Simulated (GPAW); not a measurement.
A run of GPAW 26.7.0:

run.py

```python
from ase import Atoms
from ase.eos import EquationOfState
from ase.io import Trajectory
from ase.units import GPa
from gpaw import GPAW, PW

atoms = Atoms(['C', 'C'],
              cell=[[2.4561701622, 0.0, 0.0],
                    [-1.2280850811, 2.1271057565, 0.0],
                    [0.0, 0.0, 8.52380336]],
              scaled_positions=[[0.6666666667, 0.3333333333, 0.0],
                                [0.3333333333, 0.6666666667, 0.0]],
              pbc=True)

traj = Trajectory('eos.traj', 'w')
volumes, energies = [], []
for x in [0.94, 0.96, 0.98, 1.0, 1.02, 1.04, 1.06]:
    a = atoms.copy()
    a.set_cell(atoms.cell * x**(1 / 3), scale_atoms=True)
    calc = GPAW(mode=PW(800),
                xc='LDA',
                kpts={'size': (12, 12, 3), 'gamma': True},
                occupations={'name': 'fermi-dirac', 'width': 0.05},
                nbands=11,
                convergence={'density': 1e-05, 'energy': 1e-05},
                maxiter=150,
                txt=f'eos-{x:.2f}.txt')
    a.calc = calc
    energies.append(a.get_potential_energy(force_consistent=True))
    volumes.append(a.get_volume())
    p = -a.get_stress()[:3].mean() / GPa
    calc.write(f'eos-{x:.2f}.gpw')
    traj.write(a)
    print(f'{x:.2f} {volumes[-1]:10.4f} A^3 {energies[-1]:14.6f} eV {p:9.3f} GPa', flush=True)

v0, e0, B = EquationOfState(volumes, energies, eos='birchmurnaghan').fit()
print(f'V0 = {v0:.4f} A^3, E0 = {e0:.6f} eV, B0 = {B / GPa:.2f} GPa')
```

Potentials or basis: the program's PAW data sets (release 1.2.1) made for this functional, pw.

Run with:

```sh
$ OMP_NUM_THREADS=1 python run.py
```

Hardware: 1 thread of Arm Neoverse V2, on a shared host.

Problem. How long does it take, and how much memory?

Solution. Run time: 85 s on 1 thread of Arm Neoverse V2, with other jobs on the host, peak memory 0.21 GiB. Counts: scf iterations 63, plane waves 2198, bands 11, k points 38.
